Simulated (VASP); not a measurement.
A calculation with VASP 6.6.1 of Ge (native input, structure from a POSCAR):

Contents of INCAR:

```
SYSTEM = Ge
PREC = Accurate ; ENCUT = 520
EDIFF = 1E-6 ; ISMEAR = 0
SIGMA = 0.02 ; LREAL = .False.
LASPH = .True. ; NELM = 80
ALGO = Normal ; ISIF = 2
LWAVE = .False. ; LCHARG = .False.
GGA = PS
```

File KPOINTS:

```
regular mesh
0
Gamma
  5 5 4
  0 0 0
```

POSCAR

```
Ge
1.0
    5.9300000000      0.0000000000      0.0000000000
    0.0000000000      5.9300000000      0.0000000000
    0.0000000000      0.0000000000      6.9800000000
Ge
12
Direct
    0.3750000000      0.1667000000      0.7500000000
    0.3333000000      0.8750000000      0.5000000000
    0.6250000000      0.8333000000      0.2500000000
    0.6667000000      0.1250000000      0.0000000000
    0.8750000000      0.3333000000      0.5000000000
    0.8333000000      0.6250000000      0.7500000000
    0.1250000000      0.6667000000      0.0000000000
    0.1667000000      0.3750000000      0.2500000000
    0.5750000000      0.4250000000      0.2500000000
    0.9250000000      0.9250000000      0.5000000000
    0.4250000000      0.5750000000      0.7500000000
    0.0750000000      0.0750000000      0.0000000000
```

Potentials or basis: VASP PAW PBE potentials, release 54 (Ge_d).

Launch:

```console
$ cat potpaw_PBE.54/Ge_d/POTCAR > POTCAR
$ mpirun -np 1 vasp_std > vasp.out
```

This isn't the form of Ge at room conditions, which is diamond.

Write the same calculation in another form: ASE script, structure from a P1 CIF.

As run:

The input run.py:

```python
from ase.calculators.vasp import Vasp
from ase.dft.bandgap import bandgap
from ase.io import read

atoms = read('Ge.cif')
calc = Vasp(
    directory='calc',
    xc='pbesol',
    pp='PBE',
    setups='recommended',
    pp_version='54',
    prec='Accurate',
    encut=520,
    ediff=1e-07,
    ismear=0,
    sigma=0.02,
    lreal=False,
    lasph=True,
    nelm=80,
    algo='Fast',
    isif=2,
    lwave=False,
    lcharg=True,
    lelf=True,
    lvhar=True,
    kpts=[5, 5, 4],
    gamma=True,
)
atoms.calc = calc

print('energy (eV):', atoms.get_potential_energy())
print('free energy (eV):', atoms.get_potential_energy(force_consistent=True))
print('forces (eV/A):')
print(atoms.get_forces())
print('stress (eV/A^3, Voigt):', atoms.get_stress())
print('Fermi level (eV):', calc.get_fermi_level())
gap, top, bottom = bandgap(calc)
print('band gap (eV):', gap, 'from (spin, k, band)', top, 'to', bottom)
```

Ge.cif

```cif
data_Ge
_cell_length_a 5.93000000
_cell_length_b 5.93000000
_cell_length_c 6.98000000
_cell_angle_alpha 90.00000000
_cell_angle_beta 90.00000000
_cell_angle_gamma 90.00000000
_space_group_name_H-M_alt 'P1'
_space_group_name_Hall 'P 1'
_space_group_IT_number 1
loop_
_space_group_symop_operation_xyz
'x,y,z'
loop_
_atom_site_label
_atom_site_type_symbol
_atom_site_symmetry_multiplicity
_atom_site_Wyckoff_symbol
_atom_site_fract_x
_atom_site_fract_y
_atom_site_fract_z
_atom_site_occupancy
Ge1 Ge 1 a 0.3750000000 0.1667000000 0.7500000000 1
Ge2 Ge 1 a 0.3333000000 0.8750000000 0.5000000000 1
Ge3 Ge 1 a 0.6250000000 0.8333000000 0.2500000000 1
Ge4 Ge 1 a 0.6667000000 0.1250000000 0.0000000000 1
Ge5 Ge 1 a 0.8750000000 0.3333000000 0.5000000000 1
Ge6 Ge 1 a 0.8333000000 0.6250000000 0.7500000000 1
Ge7 Ge 1 a 0.1250000000 0.6667000000 0.0000000000 1
Ge8 Ge 1 a 0.1667000000 0.3750000000 0.2500000000 1
Ge9 Ge 1 a 0.5750000000 0.4250000000 0.2500000000 1
Ge10 Ge 1 a 0.9250000000 0.9250000000 0.5000000000 1
Ge11 Ge 1 a 0.4250000000 0.5750000000 0.7500000000 1
Ge12 Ge 1 a 0.0750000000 0.0750000000 0.0000000000 1
```

Potentials or basis: VASP PAW PBE potentials, release 54 (Ge_d).

The run is started by

```console
$ python run.py
```

Both were run:

|  | native input, structure from a POSCAR | ASE script, structure from a P1 CIF |
| --- | --- | --- |
| Pressure | 0.5 GPa | 0.5 GPa |
| Largest force | 0.849 eV/Å | 0.849 eV/Å |
| Band gap on the k mesh | 0.67 eV, direct | 0.67 eV, direct |

Keys that steer only the numerical path or the files written may differ.

Caveat: the PAW data sets were made with another functional, which shifts forces and pressure a little; an odd mesh through Γ misses points on the zone boundary, where band edges often lie.
